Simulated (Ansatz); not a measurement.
CuO:

```
CELL_PARAMETERS angstrom
4.16094 0.00000 0.00000
0.00000 4.16094 0.00000
0.00000 0.00000 3.88764
ATOMIC_POSITIONS crystal
Cu 0.50000 0.00000 0.50000
Cu 0.00000 0.50000 0.50000
Cu 0.00000 0.00000 0.00000
O 0.00000 0.00000 0.50000
O 0.50000 0.00000 0.00000
O 0.00000 0.50000 0.00000
```

Measurements of this composition are mostly on another form, of space group No. 15.

| Item | Value |
| --- | --- |
| Program | Ansatz 0.2.0 |
| Task | relaxation of cell and atoms |
| Functional | PBEsol |
| Potentials or basis | Ansatz PAW |
| Cutoff | 420 eV (not typed: the program's choice for these potentials) |
| k mesh | 7 × 7 × 7 |
| Occupations | fermi-dirac, width 0.05 eV |
| Spin | no spin polarisation |

At the start: volume 11.22 Å³/atom.

**Question.** How do energy, volume and symmetry change on relaxing?

**Answer.** It ends after 8 steps and the volume is 10.81 Å³/atom (-3.6 %); space group P4/mmm (No. 123, to 0.05 Å).

Step by step:
| step | energy change (eV) | largest force (eV/Å) | volume (Å³) |
| --- | --- | --- | --- |
| 1 | 0.0000 | 0.0000 | 67.31 |
| 2 | -0.0351 | 0.0000 | 66.16 |
| 3 | -0.0522 | 0.0000 | 64.88 |
| 4 | -0.0518 | 0.0000 | 64.96 |
| 5 | -0.0518 | 0.0000 | 64.98 |
| 6 | -0.0431 | 0.0000 | 64.98 |
| 7 | -0.0435 | 0.0000 | 64.88 |
| 8 | -0.0432 | 0.0000 | 64.88 |

Final structure:
```
CELL_PARAMETERS angstrom
4.11054 0.00000 0.00000
0.00000 4.11054 0.00000
0.00000 0.00000 3.84006
ATOMIC_POSITIONS crystal
Cu 0.50000 0.00000 0.50000
Cu 0.00000 0.50000 0.50000
Cu 0.00000 0.00000 0.00000
O 0.00000 0.00000 0.50000
O 0.50000 0.00000 0.00000
O 0.00000 0.50000 0.00000
```

Caveat: the plane-wave basis is chosen anew once the cell has moved, so the energies of steps on either side of that aren't comparable; the pressure holds a Pulay correction of +0.7 GPa for the finite cutoff; an odd number of electrons without spin polarisation forces a metal; a magnetic or distorted state may lie lower; the run has no spin polarisation, though such a crystal can be magnetic; the PAW data sets come from PBE, with cores solved anew for the run's functional, which leaves a small shift of forces and pressure.
